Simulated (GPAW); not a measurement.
# PtS2 (P-3m1) in GPAW: settings compared, part 2 of 2

GPAW 26.7.0. Earlier steps stand in the parts before.

**3. Relaxation of cell and atoms, PBEsol+D4**

run.py

```python
from ase import Atoms
from ase.calculators.mixing import SumCalculator
from ase.filters import FrechetCellFilter
from ase.io import write
from ase.optimize import BFGS
from dftd4.ase import DFTD4
from gpaw import GPAW, PW, setup_paths

setup_paths.insert(0, '.')

atoms = Atoms(['Pt', 'S', 'S'],
              cell=[[3.5432, 0.0, 0.0],
                    [-1.7716, 3.0685012107, 0.0],
                    [0.0, 0.0, 5.0388]],
              scaled_positions=[[0.0, 0.0, 0.0],
                                [0.6666666667, 0.3333333333, 0.773],
                                [0.3333333333, 0.6666666667, 0.227]],
              pbc=True)

calc = GPAW(mode=PW(600),
            xc='PBEsol',
            kpts={'size': (6, 6, 4), 'gamma': True},
            occupations={'name': 'fermi-dirac', 'width': 0.05},
            nbands=26,
            convergence={'density': 1e-05, 'forces': 0.0001},
            maxiter=150,
            txt='gpaw.txt')
atoms.calc = SumCalculator([calc, DFTD4(method='pbesol')])
opt = BFGS(FrechetCellFilter(atoms), trajectory='relax.traj', logfile='-')
done = opt.run(fmax=0.02, steps=60)
calc.write('gs.gpw')
write('result.traj', atoms)
print('Converged:', done)
print('Cell:', atoms.cell.cellpar().round(4))
print('Volume:', round(atoms.get_volume(), 4))
print(atoms.get_scaled_positions().round(5))
```

Potentials or basis: PAW data sets generated in the run's folder for this functional, pw.

Started as:

```sh
> gpaw-setup -f PBEsol Pt S
> OMP_NUM_THREADS=1 python run.py
```

gpaw.txt:

```text
__  _  _
 | _ |_)|_||  |
 |__||  | ||/\| - 26.7.0

Input parameters:
  mode=PW(ecut=600.0),
  convergence={'density': 1e-05, 'forces': 0.0001},
  kpts=MonkhorstPack(size=(6, 6, 4), gamma=True),
  maxiter=150,
  nbands=26,
  occupations=Occupations(name='fermi-dirac', width=0.05),
  xc=XC(name='PBEsol')

Diagonalizing LCAO Hamiltonian
Converting LCAO to pw mode

            S

         S

       Pt

Atoms  # Å, Bohr magnetons
|   | symbol |         x |        y |        z |    initial magnetic moments |
|---|--------|-----------|----------|----------|-----------------------------|
| 0 |     Pt |  0.000000 | 0.000000 | 0.000000 | ( 0.0000,  0.0000,  0.0000) |
| 1 |      S |  1.771600 | 1.022834 | 3.894992 | ( 0.0000,  0.0000,  0.0000) |
| 2 |      S | -0.000000 | 2.045667 | 1.143808 | ( 0.0000,  0.0000,  0.0000) |

Unit cell  # Å
| periodic |         x |        y |        z |  lengths |     angles |
|----------|-----------|----------|----------|----------|------------|
|      yes |  3.543200 | 0.000000 | 0.000000 | 3.543200 |  90.000000 |
|      yes | -1.771600 | 3.068501 | 0.000000 | 3.543200 |  90.000000 |
|      yes |  0.000000 | 0.000000 | 5.038800 | 5.038800 | 120.000000 |

Number of symmetries: 12
Symmetry operations  # r_c * U_cc + t_c -> r_c
|    | kind |            matrix            |
|----|------|------------------------------|
|  0 |  σ   |  1, 1, 0,  0,-1, 0,  0, 0, 1 |
|  1 |  S6  |  1, 1, 0, -1, 0, 0,  0, 0,-1 |
|  2 |  E   |  1, 0, 0,  0, 1, 0,  0, 0, 1 |
|  3 |  C2  |  1, 0, 0, -1,-1, 0,  0, 0,-1 |
|  4 |  C2  |  0, 1, 0,  1, 0, 0,  0, 0,-1 |
|  5 |  C3  |  0, 1, 0, -1,-1, 0,  0, 0, 1 |
|  6 |  S6  |  0,-1, 0,  1, 1, 0,  0, 0,-1 |
|  7 |  σ   |  0,-1, 0, -1, 0, 0,  0, 0, 1 |
|  8 |  σ   | -1, 0, 0,  1, 1, 0,  0, 0, 1 |
|  9 |  i   | -1, 0, 0,  0,-1, 0,  0, 0,-1 |
| 10 |  C3  | -1,-1, 0,  1, 0, 0,  0, 0, 1 |
| 11 |  C2  | -1,-1, 0,  0, 1, 0,  0, 0,-1 |
[... 385 lines left out ...]
SCF iterations
|iter     | |      energy | eigst |  dens |force |
|---------|-|-------------|-------|-------|------|
|iter:   1| |  -17.368444 | -1.38 |       |      |
|iter:   2| |  -17.323394 | -3.74 | -1.62 |      |
|iter:   3| |  -17.209416 | -2.54 | -1.70 |      |
|iter:   4| |  -17.207334 | -3.94 | -2.48 |      |
|iter:   5| |  -17.207316c| -5.50 | -2.93 |      |
|iter:   6| |  -17.207325c| -5.78 | -3.23 |      |
|iter:   7| |  -17.207328c| -6.62 | -3.76 |      |
|iter:   8| |  -17.207328c| -7.81c| -4.52 |      |
|iter:   9| |  -17.207328c| -8.16c| -5.12c|      |
|iter:  10| |  -17.207328c| -8.74c| -5.73c|-3.92 |
|iter:  11| |  -17.207328c| -9.29c| -6.53c|-5.45c|

Converged in 11 steps
Energy contributions relative to reference atoms: (reference = -521915.989661)

Energy contributions:
  Kinetic:           4.429103
  Coulomb:          -6.284781
  Zero:             -0.343507
  External:          0.000000
  Xc:              -15.008132
  Entropy:          -0.000022
  Spinorbit:         0.000000
  ----------------------------
  Free energy:     -17.207339
  Extrapolated:    -17.207328

dipole moment: (-6.168653, -10.684420, -17.537591)  # |e|*Ang
[... 469 lines left out ...]
SCF iterations
|iter     | |      energy | eigst |  dens |force |
|---------|-|-------------|-------|-------|------|
|iter:   1| |  -17.284779 | -1.93 |       |      |
|iter:   2| |  -17.270817 | -4.36 | -1.88 |      |
|iter:   3| |  -17.240635 | -3.25 | -1.96 |      |
|iter:   4| |  -17.239698 | -4.41 | -2.68 |      |
|iter:   5| |  -17.239655c| -5.92 | -3.19 |      |
|iter:   6| |  -17.239655c| -6.18 | -3.45 |      |
|iter:   7| |  -17.239655c| -7.74c| -4.26 |      |
|iter:   8| |  -17.239655c| -7.74c| -4.70 |      |
|iter:   9| |  -17.239655c| -8.26c| -5.50c|      |
|iter:  10| |  -17.239655c| -8.72c| -6.00c|-3.94 |
|iter:  11| |  -17.239655c| -9.24c| -6.60c|-4.72c|

Converged in 11 steps
Energy contributions relative to reference atoms: (reference = -521915.989661)

Energy contributions:
  Kinetic:          -1.139140
  Coulomb:          -1.698557
  Zero:             -0.323443
  External:          0.000000
  Xc:              -14.078487
  Entropy:          -0.000055
  Spinorbit:         0.000000
  ----------------------------
  Free energy:     -17.239682
  Extrapolated:    -17.239655

dipole moment: (-6.178011, -10.700629, -17.557730)  # |e|*Ang
[... 33 lines left out ...]
Stress tensor  # eV/Ang^3
|         x |         y |         z |
|-----------|-----------|-----------|
| -0.000548 |  0.000000 | -0.000000 |
|  0.000000 | -0.000548 |  0.000000 |
| -0.000000 |  0.000000 | -0.000846 |

Forces  # eV/Ang
|        x |        y |        z |
|----------|----------|----------|
| -0.00000 |  0.00000 |  0.00000 |  # Pt   0
|  0.00000 | -0.00000 | -0.10805 |  # S    1
| -0.00000 |  0.00000 |  0.10805 |  # S    2

Diagonalizing LCAO Hamiltonian
Converting LCAO to pw mode

            S

         S

       Pt

Atoms  # Å, Bohr magnetons
|   | symbol |         x |         y |         z |    initial magnetic moments |
|---|--------|-----------|-----------|-----------|-----------------------------|
| 0 |     Pt | -0.000000 | -0.000000 | -0.000000 | ( 0.0000,  0.0000,  0.0000) |
| 1 |      S |  1.772189 |  1.023174 |  3.813208 | ( 0.0000,  0.0000,  0.0000) |
| 2 |      S |  0.000000 |  2.046348 |  1.222225 | ( 0.0000,  0.0000,  0.0000) |

Unit cell  # Å
| periodic |         x |        y |         z |  lengths |     angles |
|----------|-----------|----------|-----------|----------|------------|
|      yes |  3.544379 | 0.000000 | -0.000000 | 3.544379 |  90.000000 |
|      yes | -1.772189 | 3.069522 |  0.000000 | 3.544379 |  90.000000 |
|      yes | -0.000000 | 0.000000 |  5.035433 | 5.035433 | 120.000000 |
[... 2367 lines left out ...]
Stress tensor  # eV/Ang^3
|         x |         y |         z |
|-----------|-----------|-----------|
| -0.015580 | -0.000001 | -0.000002 |
| -0.000001 | -0.015581 |  0.000001 |
| -0.000002 |  0.000001 | -0.016304 |

Forces  # eV/Ang
|        x |        y |        z |
|----------|----------|----------|
| -0.00000 |  0.00000 |  0.00000 |  # Pt   0
|  0.00011 | -0.00006 | -0.00547 |  # S    1
| -0.00011 |  0.00006 |  0.00547 |  # S    2

# Writing to gs.gpw (mode='')
```

stdout:

```text
Step          Energy          fmax
BFGS:    0      -17.924886        0.980684
BFGS:    1      -17.955924        0.681964
BFGS:    2      -17.980314        0.195269
BFGS:    3      -17.983292        0.228010
BFGS:    4      -17.994461        0.364848
BFGS:    5      -18.000552        0.368096
BFGS:    6      -18.004228        0.291756
BFGS:    7      -18.006680        0.218518
BFGS:    8      -18.011517        0.312929
BFGS:    9      -18.020941        0.430130
BFGS:   10      -18.034558        0.459707
BFGS:   11      -18.044098        0.274277
BFGS:   12      -18.050257        0.103303
BFGS:   13      -18.051064        0.007171
Converged: True
Cell: [  3.5675   3.5675   4.4946  89.9979  90.0021 120.0008]
Volume: 49.5393
[[0.      0.      0.     ]
 [0.66666 0.33334 0.73512]
 [0.33334 0.66666 0.26488]]
```

Run time: 7.5 min. Hardware: 1 thread of Arm Neoverse V2, shared host; peak memory 0.34 GiB.

What came out:

* Free energy: -18.0542 eV
* Relaxed volume: 16.51 Å³/atom
* Relaxed cell: a = 3.568 Å, b = 3.568 Å, c = 4.495 Å, α = 90.00°, β = 90.00°, γ = 120.00°
* Space group after relaxing (to 0.05 Å): P-3m1 (No. 164)
* Energy gained by relaxing: 42.1 meV/atom
* Ionic steps: 14
* Pressure after relaxing: 0.0 GPa
* Largest force after relaxing: 0.008 eV/Å
* Band gap on the k mesh: none (metal or under the smearing width)
* Dispersion energy per atom: -0.278 eV

Forces on the atoms (eV/Å):
```
Pt   0.000  0.000  0.000
S    0.000  0.000 -0.008
S    0.000  0.000  0.008
```

Stress tensor (GPa, compression positive):
```
-0.03  0.00  0.00
 0.00 -0.03  0.00
 0.00  0.00  0.06
```

Step by step:
| step | energy change (eV) | largest force (eV/Å) | pressure (GPa) | volume (Å³) |
| --- | --- | --- | --- | --- |
| 1 | 0.0000 | 0.9807 | 4.30 | 54.78 |
| 2 | -0.0310 | 0.6806 | 1.96 | 55.17 |
| 3 | -0.0554 | 0.1842 | -1.63 | 55.68 |
| 4 | -0.0584 | 0.1161 | -1.94 | 55.60 |
| 5 | -0.0696 | 0.0861 | -2.24 | 54.78 |
| 6 | -0.0757 | 0.1259 | -1.48 | 53.92 |
| 7 | -0.0793 | 0.0651 | -0.26 | 53.16 |
| 8 | -0.0818 | 0.0093 | 0.54 | 52.77 |
| 9 | -0.0866 | 0.1233 | 1.59 | 52.15 |
| 10 | -0.0961 | 0.2635 | 2.85 | 51.06 |
| 11 | -0.1097 | 0.3594 | 3.64 | 49.58 |
| 12 | -0.1192 | 0.2633 | 2.56 | 48.90 |
| 13 | -0.1254 | 0.1159 | 0.51 | 49.55 |
| 14 | -0.1262 | 0.0080 | 0.00 | 49.54 |

Final structure:
```
Pt S
1.0
     3.56752   -0.00003   -0.00006
    -1.78378    3.08955    0.00006
    -0.00009    0.00005    4.49459
Pt S
1 2
Cartesian
  0.0000 0.0000 0.0000
  1.7836 1.0299 3.3040
  0.0000 2.0597 1.1905
```

Levels at points of the mesh, in eV from the Fermi level:
| k point | band 11 | band 12 | band 13 | band 14 | band 15 | band 16 | band 17 | band 18 |
| --- | --- | --- | --- | --- | --- | --- | --- | --- |
| (0.00, 0.00, 0.00) | -2.46 | -1.56 | -1.56 | 0.32 | 1.03 | 1.03 | 3.19 | 5.15 |
| (0.00, 0.00, 0.50) | -3.36 | -2.25 | -2.25 | -1.45 | 2.44 | 2.44 | 5.32 | 6.59 |
| (0.50, 0.00, 0.00) | -4.12 | -3.66 | -3.57 | -2.98 | 0.72 | 2.54 | 5.41 | 6.36 |
| (0.50, 0.00, 0.50) | -3.68 | -3.28 | -3.17 | -1.39 | 0.63 | 1.72 | 4.70 | 5.42 |
| (0.50, 0.50, 0.00) | -4.12 | -3.66 | -3.57 | -2.98 | 0.72 | 2.54 | 5.41 | 6.36 |
| (0.50, 0.50, 0.50) | -3.68 | -3.28 | -3.17 | -1.39 | 0.63 | 1.72 | 4.70 | 5.42 |

Caveat: later steps reuse the first step's grids; pairwise dispersion overbinds metals, which lowers pressure and volume. Spin-orbit coupling is left out, which matters for the levels of Pt.
